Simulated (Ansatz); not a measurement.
# Indium, diamond under revPBE: from relaxation to bulk modulus, part 1 of 2

What does revPBE give for indium in the diamond structure? We relax it, solve it on a dense k-mesh, then scale the cell to 7 volumes from 88 to 112 % of the relaxed one and try a fit of the equation of state. Spin polarisation is left out. The k-meshes are 8×8×8 for the relaxation; 13×13×13 for the dense run; 9×9×9 for the volumes.

This is In in the diamond structure; at room conditions it is tetragonal.

Method: DFT revPBE, plane waves (420 eV) with PAW, scalar-relativistic; PAW files made under PBE, frozen cores solved again for the functional, in Ansatz 0.2.0.

### Step 1. The system as given

Symmetry: Fd-3m, No. 227, cubic system. Conventional cell: a = 6.560 Å, b = 6.560 Å, c = 6.560 Å, α = 90.00°, β = 90.00°, γ = 90.00°. In (site symmetry -43m) has 4 In at 2.84 Å as nearest neighbours.

As a file:

```xyz
2
Lattice="0.0000 3.2802 3.2802 3.2802 0.0000 3.2802 3.2802 3.2802 0.0000" Properties=species:S:1:pos:R:3 pbc="T T T"
In    0.8200    0.8200    0.8200
In    5.7403    5.7403    5.7403
```

### Step 2. Relaxing cell and atoms

input.yaml

```yaml
crystal:
  lattice:
    - [0.0, 3.2801942926, 3.2801942926]
    - [3.2801942926, 0.0, 3.2801942926]
    - [3.2801942926, 3.2801942926, 0.0]
  atoms:
    - { symbol: In, position: [0.125, 0.125, 0.125] }
    - { symbol: In, position: [0.875, 0.875, 0.875] }
hamiltonian:
  xc: revpbe
  pseudopotentials:
    kind: paw
    azcp:
      In: "pseudopotentials/In.paw.azcp"
basis:
  ecutwfc: 420
  fft_grid_basis: typed
kpoints:
  mp_grid: { grid: [8, 8, 8], shift: [0, 0, 0] }
magnetization:
  spin_polarized: false
scf:
  occupations: { method: fermi_dirac, width: 0.1 }
relax:
  max_steps: 60
  f_tol: 0.01
  cell: {}
```

The program printed, cut to the lines that bear on the results:

```text
Warning: RAYON_NUM_THREADS=2 ignored (pool sized by the plan → 2); use --threads N
[...]
Pseudopotentials: kind: paw
Pseudopotential: In, paw, valence charge 13, recommended cutoff 420 eV (normal), <dir>
Functional definition: revPBE
[...]
Crystal: 2 atoms, lattice volume = 70.588 Å³
Basis set: ecut = 420 eV, 1411 PW (Γ), exchange–correlation on 64×64×64 points (8 copies of the dense FFT grid, shifted against one another)
Bands: 17, of which v1, the nominal top of the filled ones, is band 13 counted from 1 (12 counted from 0)
Symmetry: 48 space group operations
Space group: Fd-3m (ITA 227), of the structure as read, at distance tolerance 4.1e-5 Å
k-points: 29 of 512
[...]
SCF iter   1: F=—  HF=-11206.999745 eV  |F-HF|=—  |Δ(HF+E_count)|=         —  Δρ=2.66e-3  dr2=3.58e-3  ethr=1.77e-3  ⟨swp⟩=5.8  Hψ=2486  notcnv=0
[...]
relax step   1: F+E_penalty+E_count = -11206.99805773 eV  Δ(F+E_penalty+E_count) = +0.000e0 eV  max|allowed force component| = 2.313e-17 eV/Å  Δτ_max = 0.0000 Å  P = +3.041 GPa  Ω = 70.588 Å³  (6 SCF iters, dr2 threshold 1.00e-7 eV, accepted)
[...]
relax step   4: F+E_penalty+E_count = -11207.06953014 eV  Δ(F+E_penalty+E_count) = -1.542e-6 eV  max|allowed force component| = 1.018e-16 eV/Å  Δτ_max = 0.0000 Å  P = +0.003 GPa  Ω = 79.528 Å³  energy of the carried Pulay correction = -1.903e-3 eV  (5 SCF iters, dr2 threshold 9.34e-9 eV, accepted)
[...]
relax step   5: F+E_penalty+E_count = -11207.07094374 eV  Δ(F+E_penalty+E_count) = -1.414e-3 eV  max|allowed force component| = 8.327e-17 eV/Å  Δτ_max = 0.0000 Å  P = -0.016 GPa  Ω = 79.528 Å³  stress off target by 1.65e-2 GPa  SCF on the basis re-selected at this cell (its energy is not [...]
SCF converged after 5 iterations
Free energy (F): -11207.070944 eV
[...]
E sigma→0 (E₀):  -11207.039493 eV
Entropy (-TS):   -0.062902 eV (-31.451 meV/atom)
Fermi energy:    5.207649 eV
[...]
--- Forces (eV/Å), atoms counted from 1 ---
  atom   1  In    -0.00000000    -0.00000000    -0.00000000
  atom   2  In     0.00000000     0.00000000     0.00000000
[...]
--- Stress (GPa, compression-positive) ---
       -0.016486       0.000000       0.000000
       -0.000000      -0.016486       0.000000
        0.000000       0.000000      -0.016486
  P = ⅓ Tr σ = -0.0165 GPa (-0.165 kbar)
--- Relaxed structure (4 steps of the walk, 4 accepted, 1 SCFs on fresh bases) ---
  F+E_penalty+E_count = -11207.07094374 eV   max|allowed force component| = 8.327e-17 eV/Å   (the final SCF, on the basis selected at the relaxed cell)
  cell:  # Å, volume = 79.5282 Å³
    - [-1.6687343407733056e-33, 3.413215635925455, 3.413215635925455]
    - [3.413215635925455, -3.8350636066340706e-33, 3.413215635925455]
    - [3.413215635925455, 3.413215635925455, -1.8797145890103885e-33]
  atoms:
    - { symbol: In, position: [0.125, 0.125, 0.125] }
    - { symbol: In, position: [0.8749999999999999, 0.8749999999999999, 0.8749999999999999] }
```

Wall time 4.9 s (2 threads of an Arm CPU, shared host); peak memory 0.36 GiB.

Step by step:

| step | energy change (meV/atom) | largest force (eV/Å) | pressure (GPa) | volume (Å³/atom) |
| --- | --- | --- | --- | --- |
| 1 | 0.00 | 0.0000 | 3.04 | 35.294 |
| 2 | -35.52 | 0.0000 | 0.21 | 39.294 |
| 3 | -35.74 | 0.0000 | 0.06 | 39.626 |
| 4 | -35.74 | 0.0000 | 0.00 | 39.764 |
| 5 | -36.44 | 0.0000 | -0.02 | 39.764 |

Steps that repeat a cell are solved on a basis chosen anew, so their changes of energy are no gain of the relaxation.

The cell of the run, before and after:

|  | before | after | change |
| --- | --- | --- | --- |
| a (Å) | 4.639 | 4.827 | +4.1 % |
| b (Å) | 4.639 | 4.827 | +4.1 % |
| c (Å) | 4.639 | 4.827 | +4.1 % |
| volume (Å³/atom) | 35.294 | 39.764 | +12.7 % |
| shortest distance (Å) | 2.841 | 2.956 | +4.1 % |
| space group (spins left aside) | Fd-3m | Fd-3m | same |

### Step 3. Single point on a dense mesh

input.yaml

```yaml
crystal:
  lattice:
    - [0.0, 3.4132156359, 3.4132156359]
    - [3.4132156359, 0.0, 3.4132156359]
    - [3.4132156359, 3.4132156359, 0.0]
  atoms:
    - { symbol: In, position: [0.125, 0.125, 0.125] }
    - { symbol: In, position: [0.875, 0.875, 0.875] }
hamiltonian:
  xc: revpbe
  pseudopotentials:
    kind: paw
    azcp:
      In: "pseudopotentials/In.paw.azcp"
basis:
  ecutwfc: 420
  fft_grid_basis: typed
kpoints:
  mp_grid: { grid: [13, 13, 13], shift: [0, 0, 0] }
magnetization:
  spin_polarized: false
scf:
  occupations: { method: fermi_dirac, width: 0.1 }
```

The program printed, cut to the lines that bear on the results:

```text
Warning: RAYON_NUM_THREADS=2 ignored (pool sized by the plan → 2); use --threads N
[...]
[... 3 set-up lines as earlier in the session ...]
[...]
Crystal: 2 atoms, lattice volume = 79.528 Å³
Basis set: ecut = 420 eV, 1471 PW (Γ)
Bands: 17, of which v1, the nominal top of the filled ones, is band 13 counted from 1 (12 counted from 0)
[... 1 set-up line as earlier in the session ...]
Space group: Fd-3m (ITA 227), of the structure as read, at distance tolerance 4.3e-5 Å
k-points: 84 of 2197
[...]
SCF iter   1: F=—  HF=-11207.078181 eV  |F-HF|=—  |Δ(HF+E_count)|=         —  Δρ=2.16e-3  dr2=3.01e-3  ethr=1.77e-3  ⟨swp⟩=5.8  Hψ=7194  notcnv=0
[...]
SCF iter   6: F=-11207.077340 eV  HF=-11207.077340 eV  |F-HF|=5.37e-9  |Δ(HF+E_count)|=   4.08e-7  Δρ=2.64e-6  dr2=4.27e-9  ethr=3.85e-10  ⟨swp⟩=2.8  Hψ=2962  notcnv=0
[...]
SCF converged after 6 iterations
Free energy (F): -11207.077340 eV
[...]
E sigma→0 (E₀):  -11207.048214 eV
Entropy (-TS):   -0.058252 eV (-29.126 meV/atom)
Fermi energy:    5.210331 eV
[...]
```

Run time: 2.5 s. Hardware: 2 threads of an Arm CPU, shared host; peak memory 0.37 GiB.

### Step 4. Volume × 0.88

input.yaml

```yaml
crystal:
  lattice:
    - [0.0, 3.2708298349, 3.2708298349]
    - [3.2708298349, 0.0, 3.2708298349]
    - [3.2708298349, 3.2708298349, 0.0]
  atoms:
    - { symbol: In, position: [0.125, 0.125, 0.125] }
    - { symbol: In, position: [0.875, 0.875, 0.875] }
hamiltonian:
  xc: revpbe
  pseudopotentials:
    kind: paw
    azcp:
      In: "pseudopotentials/In.paw.azcp"
basis:
  ecutwfc: 420
  fft_grid_basis: typed
kpoints:
  mp_grid: { grid: [9, 9, 9], shift: [0, 0, 0] }
magnetization:
  spin_polarized: false
scf:
  occupations: { method: fermi_dirac, width: 0.1 }
  lower_state_search: "off"
output:
  stress: true
```

The program printed, cut to the lines that bear on the results:

```text
Warning: RAYON_NUM_THREADS=2 ignored (pool sized by the plan → 2); use --threads N
[...]
[... 3 set-up lines as earlier in the session ...]
[...]
Crystal: 2 atoms, lattice volume = 69.985 Å³
Basis set: ecut = 420 eV, 1363 PW (Γ)
Bands: 17, of which v1, the nominal top of the filled ones, is band 13 counted from 1 (12 counted from 0)
[... 2 set-up lines as earlier in the session ...]
k-points: 35 of 729
[...]
SCF iter   1: F=—  HF=-11206.988564 eV  |F-HF|=—  |Δ(HF+E_count)|=         —  Δρ=2.63e-3  dr2=3.44e-3  ethr=1.77e-3  ⟨swp⟩=5.8  Hψ=3019  notcnv=0
[...]
SCF iter   6: F=-11206.986705 eV  HF=-11206.986705 eV  |F-HF|=2.73e-9  |Δ(HF+E_count)|=   6.99e-8  Δρ=9.13e-7  dr2=3.53e-10  ethr=3.85e-10  ⟨swp⟩=4.9  Hψ=2157  notcnv=0
[...]
SCF converged after 6 iterations
Free energy (F): -11206.986705 eV
[...]
E sigma→0 (E₀):  -11206.960597 eV
Entropy (-TS):   -0.052217 eV (-26.108 meV/atom)
Fermi energy:    6.409651 eV
[...]
--- Stress (GPa, compression-positive) ---
        3.410614      -0.000000      -0.000000
       -0.000000       3.410614       0.000000
        0.000000      -0.000000       3.410614
  P = ⅓ Tr σ = 3.4106 GPa (34.106 kbar)
```

Wall time 1.2 s (2 threads of an Arm CPU, shared host); peak memory 0.33 GiB.

### Step 5. Volume × 0.92

Changes to input.yaml since step 4:

```diff
@@ -2,5 +2,5 @@
   lattice:
-    - [0.0, 3.2708298349, 3.2708298349]
-    - [3.2708298349, 0.0, 3.2708298349]
-    - [3.2708298349, 3.2708298349, 0.0]
+    - [0.0, 3.319655389, 3.319655389]
+    - [3.319655389, 0.0, 3.319655389]
+    - [3.319655389, 3.319655389, 0.0]
   atoms:
@@ -26 +26,5 @@
   stress: true
+  write_density: true
+  write_potential: true
+  elf: true
+  volumetric_format: npy
```

The program printed, cut to the lines that bear on the results:

```text
Warning: RAYON_NUM_THREADS=2 ignored (pool sized by the plan → 2); use --threads N
[...]
[... 3 set-up lines as earlier in the session ...]
[...]
Crystal: 2 atoms, lattice volume = 73.166 Å³
Basis set: ecut = 420 eV, 1459 PW (Γ)
Bands: 17, of which v1, the nominal top of the filled ones, is band 13 counted from 1 (12 counted from 0)
[... 1 set-up line as earlier in the session ...]
Space group: Fd-3m (ITA 227), of the structure as read, at distance tolerance 4.2e-5 Å
k-points: 35 of 729
[...]
SCF iter   1: F=—  HF=-11207.041317 eV  |F-HF|=—  |Δ(HF+E_count)|=         —  Δρ=2.48e-3  dr2=3.28e-3  ethr=1.77e-3  ⟨swp⟩=5.8  Hψ=3032  notcnv=0
[...]
SCF iter   6: F=-11207.039683 eV  HF=-11207.039683 eV  |F-HF|=3.56e-9  |Δ(HF+E_count)|=   4.74e-8  Δρ=1.14e-6  dr2=8.25e-10  ethr=3.85e-10  ⟨swp⟩=9.0  Hψ=4508  notcnv=0
[...]
SCF converged after 6 iterations
Free energy (F): -11207.039683 eV
[...]
E sigma→0 (E₀):  -11207.012219 eV
Entropy (-TS):   -0.054928 eV (-27.464 meV/atom)
Fermi energy:    5.979795 eV
[...]
--- Stress (GPa, compression-positive) ---
        1.982792      -0.000000      -0.000000
       -0.000000       1.982792      -0.000000
       -0.000000       0.000000       1.982792
  P = ⅓ Tr σ = 1.9828 GPa (19.828 kbar)
--- Band table (eV; the first three rows and the last of 35) ---
  k-point 0: bands = ["-8.7185", "-8.7185", "-8.7185", "-8.6531", "-8.6531", "-8.2292", "-8.2292", "-8.2292", "-8.1817", "-8.1817", "-2.0256", "8.2908", "8.3244", "8.3244", "8.3244", "9.9929", "9.9929"]
[...]
```

It took 1.8 s on 2 threads of an Arm CPU, shared host; peak memory 0.33 GiB.

The maps below are laid out on this run's own conventional cell (a, b, c = 6.639, 6.639, 6.639 Å).

Density in a lattice plane of the grid's cell (edges 6.64 and 6.64 Å, at 0.125 of the third edge), which holds In.

Ten even steps from '0' (0.01 e/Å³) to '9' (10.83 e/Å³):
```
000000000000000000000000
000000000000000000000000
000000000000000000000000
000000000000000000000000
000000000000000100000000
000000000000013431000000
000000000000037973100000
000000000000037973000000
000000000000013431000000
000000000000000000000000
000000000000000000000000
000000000000000000000000
000000000000000000000000
000000000000000000000000
000100000000000000000000
013431000000000000000000
037973100000000000000000
037973000000000000000000
013431000000000000000000
000000000000000000000000
```
Columns run along the first of these edges and rows up along the second, over one cell in 24 and 20 even steps from the bottom left corner. Atoms in the plane (fractional): In at (0.12, 0.12), In at (0.62, 0.62).

ELF in the same plane.

Values, 12 rows by 12 columns:
```
0.36 0.32 0.32 0.36 0.33 0.28 0.25 0.21 0.21 0.25 0.28 0.33
0.25 0.21 0.21 0.25 0.28 0.33 0.36 0.31 0.31 0.36 0.33 0.28
0.13 0.07 0.07 0.13 0.25 0.36 0.27 0.27 0.27 0.27 0.36 0.25
0.07 0.03 0.03 0.07 0.21 0.32 0.29 0.03 0.03 0.27 0.31 0.21
0.07 0.03 0.03 0.07 0.21 0.32 0.29 0.03 0.03 0.27 0.31 0.21
0.13 0.07 0.07 0.13 0.25 0.36 0.26 0.29 0.29 0.27 0.36 0.25
0.25 0.21 0.21 0.25 0.28 0.33 0.36 0.32 0.32 0.36 0.33 0.28
0.36 0.31 0.31 0.36 0.33 0.28 0.25 0.21 0.21 0.25 0.28 0.33
0.27 0.27 0.27 0.27 0.36 0.25 0.13 0.07 0.07 0.13 0.25 0.36
0.29 0.03 0.03 0.27 0.31 0.21 0.07 0.03 0.03 0.07 0.21 0.32
0.29 0.03 0.03 0.27 0.31 0.21 0.07 0.03 0.03 0.07 0.21 0.32
0.26 0.29 0.29 0.27 0.36 0.25 0.13 0.07 0.07 0.13 0.25 0.36
```
Columns run along the first of these edges and rows up along the second, over one cell in 12 and 12 even steps from the bottom left corner. Atoms in the plane (fractional): In at (0.12, 0.12), In at (0.62, 0.62).

Both are smooth fields of the valence electrons: close to the nuclei they are not physical.

(Continued in part 2 of 2.)
